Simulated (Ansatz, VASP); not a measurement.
## AgCl: VASP beside Ansatz

File INCAR:

```
SYSTEM = AgCl
PREC = Accurate
ENCUT = 520
EDIFF = 1E-6
ISMEAR = 0
SIGMA = 0.05
LREAL = .FALSE.
LASPH = .TRUE.
NELM = 80
ALGO = Normal
ISIF = 2
LWAVE = .FALSE.
LCHARG = .TRUE.
GGA = PS
LELF = .TRUE.
LVHAR = .TRUE.
NBANDS = 16
```

Contents of KPOINTS:

```
Automatic mesh
0
G
  12 12 12
  0 0 0
```

Contents of POSCAR:

```
AgCl
1.0
    3.2711400082      0.0292847591      0.0292847591
    0.0292847591      3.2711400082      0.0292847591
    0.0292847591      0.0292847591      3.2711400082
Ag Cl
1 1
Direct
    0.0000000000      0.0000000000      0.0000000000
    0.5000000000      0.5000000000      0.5000000000
```

Input for Ansatz:

```yaml
crystal:
  lattice:
    - [3.2711400082, 0.0292847591, 0.0292847591]
    - [0.0292847591, 3.2711400082, 0.0292847591]
    - [0.0292847591, 0.0292847591, 3.2711400082]
  atoms:
    - { symbol: Ag, position: [0.0, 0.0, 0.0] }
    - { symbol: Cl, position: [0.5, 0.5, 0.5] }
basis:
  ecutwfc: 420
kpoints:
  mp_grid: { grid: [12, 12, 12] }
hamiltonian:
  xc: pbesol
scf:
  occupations: { method: gaussian, width: 0.05 }
output:
  forces: true
  stress: true
  eigenvalues: true
```

Alike in both runs: task single point; functional PBEsol; k mesh 12 × 12 × 12; occupations gaussian, width 0.05 eV; no spin polarisation.

|  | VASP | Ansatz |
| --- | --- | --- |
| version | VASP 6.6.1 | Ansatz 0.2.0 |
| potentials or method | VASP PAW PBE potentials, release 64 (Ag, Cl) | scalar-relativistic, plane waves, PAW |
| plane-wave cutoff (eV) | 520 | 420 |
| valence electrons in the cell | 18 | 26 |

|  | VASP | Ansatz | Ansatz less VASP |
| --- | --- | --- | --- |
| gap on the k mesh at the Fermi level (eV) | 0.43 | 0.43 | -0.001 |
| least direct gap on the mesh (eV) | 2.44 | 2.44 | -0.003 |
| pressure (GPa) | 4.0 | 4.1 | +0.13 |
| largest component of the traceless stress (GPa) | 0.17 | 0.17 | -0.003 |

The two sets of potentials don't hold the same shells in valence.

Caveats: the PAW data sets were made with another functional, which shifts forces and pressure a little (VASP).
